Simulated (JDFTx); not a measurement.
BAs: equation of state with PBE

**The experiment to reproduce.**

“Basic Physical Properties of Cubic Boron Arsenide”, 2019, arxiv:1911.11281 quotes, for a bulk crystal of BAs: bulk modulus 148 GPa.

The system is BAs.

```
CELL_PARAMETERS angstrom
0.00000 2.38850 2.38850
2.38850 0.00000 2.38850
2.38850 2.38850 0.00000
ATOMIC_POSITIONS crystal
As 0.75000 0.75000 0.75000
B 0.00000 0.00000 0.00000
```

```json
{"Program": "JDFTx 1.7.0 (patched build)", "Task": "equation of state", "Functional": "PBE", "Potentials or basis": "PseudoDojo-SR-PBE-0.5-standard", "Cutoff": "1143 eV", "Density cutoff": "4572 eV", "k mesh": "10 × 10 × 10", "Occupations": "fermi-dirac, width 0.05 eV", "Spin": "no spin polarisation"}
```

- Equilibrium volume: 13.90 Å³/atom
- Bulk modulus: 131 GPa
- Pressure derivative of the bulk modulus: 4.1

Energy against volume, from the lowest point:
```csv
volume (Å³/atom),energy (meV/atom)
12.809,40.58
13.081,22.09
13.354,9.53
13.626,2.34
13.899,0.00
14.171,2.04
14.444,8.06
```

Measured bulk modulus of BAs: 148 GPa (quoted in “Basic Physical Properties of Cubic Boron Arsenide”, 2019, arxiv:1911.11281). This calculation gives 131 GPa (-11.3 %). The fit is for a static lattice scaled at fixed shape and fixed fractional positions.

 PBE usually gives volumes a little too large and moduli too small.
